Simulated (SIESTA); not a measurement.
SnO:

```xyz
4
Lattice="3.8137 0.0000 0.0000 0.0000 3.8137 0.0000 0.0000 0.0000 4.8869" Properties=species:S:1:pos:R:3 pbc="T T T"
Sn    1.9068    0.0000    3.7367
Sn    0.0000    1.9068    1.1503
O     0.0000    0.0000    0.0000
O     1.9068    1.9068    0.0000
```

The cell is a database's computed one.

Base run:

| Quantity | Value |
| --- | --- |
| Program | SIESTA 5.4.2 |
| Functional | LDA |
| Potentials or basis | PseudoDojo 0.4 standard (LDA files) |
| Basis | DZP (energy shift 0.003 Ry; two zetas on semicore shells) |
| Grid cutoff | 800 Ry |
| Energy shift | 0.003 Ry |
| k mesh | 7 × 7 × 6 |
| Occupations | fermi-dirac, width 0.05 eV |
| Spin | no spin polarisation |

Its results: band gap on the k mesh 0.45 eV, indirect (least direct gap 1.91 eV); pressure -0.5 GPa; largest force 0.308 eV/Å.

Task: The run is repeated on the same cell with these changes: functional from LDA to PBE; potentials or basis from PseudoDojo 0.4 standard (LDA files) to PseudoDojo 0.4 standard (PBE files). What comes out?

Result: Band gap on the k mesh 0.37 eV, indirect (least direct gap 1.96 eV); pressure 6.7 GPa; largest force 0.946 eV/Å.

Caveats: spin-orbit coupling is left out, which moves the levels of the heavy elements; the basis of atomic orbitals isn't converged, which shifts pressures, moduli and gaps; the mesh misses the band edges, which the band path finds closer together (some runs); the basis holds too few empty states to meet the f-sum rule, so the spectrum is short of weight at high energy (some runs); an odd mesh through Γ misses points on the zone boundary, where band edges often lie (some runs).
